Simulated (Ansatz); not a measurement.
## Y: what symmetry allows forces and stress to be

```
Y
1.0
     3.72183   -0.03651    0.00000
    -1.89254    3.23994    0.00000
     0.00000    0.00000    5.88861
Y
2
Direct
  0.35371 0.69780 0.25000
  0.64629 0.30220 0.75000
```

Method: DFT PBE, scalar-relativistic, plane waves, PAW (Ansatz).

Cutoff 420 eV; k points 12×12×6 on the computed 2-atom cell (Γ-centred); Gaussian smearing, width 0.10 eV; no spin polarisation.

This distorted cell has space group P2_1/m, with 4 operations.

Without a calculation: in which directions can each atom feel a force?

A force must be left unchanged by every operation that keeps its atom in place, so it lies in the space that those operations leave fixed. Atoms that the group maps onto each other feel forces of one size.
```csv
atom,site symmetry,operations at the site,equivalent to atom,allowed force (Cartesian)
Y1,m,2,1,"in the plane normal to (0.00, 0.00, 1.00)"
Y2,m,2,1,"in the plane normal to (0.00, 0.00, 1.00)"
```

That leaves 2 independent force components of 6. A relaxation in this cell that keeps the symmetry moves the atoms in these directions alone.

And the stress tensor?

It must be invariant under the point group, which leaves 4 independent components: yz, xz vanish.

Do the computed values obey this?

Yes. Forces (eV/Å):
```
Y1  -0.011 -0.244  0.000
Y2   0.011  0.244  0.000
```

Stress (GPa, compression positive, xx yy zz yz xz xy): -2.89 -1.90 -3.01 0.00 0.00 0.41. The program imposes the same operations on density, forces and stress, so this confirms the analysis and is no independent test of the calculation.